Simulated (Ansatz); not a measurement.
# SiSe2: the cost of one run

Method: DFT r²SCAN + rVV10, scalar-relativistic, plane waves, PAW, in Ansatz 0.2.0.

2 further runs of the same task are left out: 1 that didn't finish, 1 set aside as unsound or not needed. Runs told in other sessions of the task aren't counted.

**1. The system as given**

Symmetry: Ibam, No. 72, orthorhombic system. Conventional cell: a = 5.955 Å, b = 9.707 Å, c = 5.864 Å, α = 90.00°, β = 90.00°, γ = 90.00°. Si (site symmetry 222) has 4 Se at 2.30 Å in its first shell of neighbours. Se (site symmetry m) has 2 Si at 2.30 Å in its first shell of neighbours.

Coordinates:

```cif
data_structure
_symmetry_space_group_name_H-M 'P 1'
_symmetry_Int_Tables_number 1
_cell_length_a 6.4047
_cell_length_b 6.4047
_cell_length_c 6.4047
_cell_angle_alpha 124.594
_cell_angle_beta 81.455
_cell_angle_gamma 125.509
_cell_volume 169.50
loop_
_atom_site_label
_atom_site_type_symbol
_atom_site_fract_x
_atom_site_fract_y
_atom_site_fract_z
_atom_site_occupancy
Si1 Si 0.25000 0.25000 0.00000 1
Si2 Si 0.75000 0.75000 0.00000 1
Se1 Se 0.12419 0.78295 0.90714 1
Se2 Se 0.87581 0.21705 0.09286 1
Se3 Se 0.62419 0.71705 0.34124 1
Se4 Se 0.37581 0.28295 0.65876 1
```

An earlier run on this cell at PBE gave 1.29 GPa at 28.249 Å³/atom (6×6×6 mesh), mesh gap 1.65 eV.

**2. At the given cell**

The input, input.yaml:

```yaml
crystal:
  lattice:
    - [-2.9774983522, 4.8536281476, 2.932119648]
    - [2.9774983522, -4.8536281476, 2.932119648]
    - [2.9774983522, 4.8536281476, -2.932119648]
  atoms:
    - { symbol: Si, position: [0.25, 0.25, 0.0] }
    - { symbol: Si, position: [0.75, 0.75, 0.0] }
    - { symbol: Se, position: [0.1241880396, 0.7829475305, 0.9071355701] }
    - { symbol: Se, position: [0.8758119604, 0.2170524695, 0.0928644299] }
    - { symbol: Se, position: [0.6241880396, 0.7170524695, 0.3412405092] }
    - { symbol: Se, position: [0.3758119604, 0.2829475305, 0.6587594908] }
basis:
  ecutwfc: 500
  ecutrho_ratio: 4
kpoints:
  mp_grid: { grid: [6, 6, 6] }
hamiltonian:
  xc: r2scan
  dispersion: rvv10
scf:
  occupations: { method: gaussian, width: 0.05 }
output:
  forces: true
  stress: true
  eigenvalues: true
relax:
  f_tol: 0.02
  max_steps: 40
  cell: { stress_tol: 0.2, fix: [volume] }
```

Run with:

```
ansatz run input.yaml --threads 4 --pin off --max-ram 8192MiB --backend cpu --events-out ev --progress --plain --runs-dir out
```

**Question.** How long does this run take on 4 threads of Arm Neoverse V1, shared host, and how much memory does it need?

About 39 s, with a peak of 1.2 GiB.
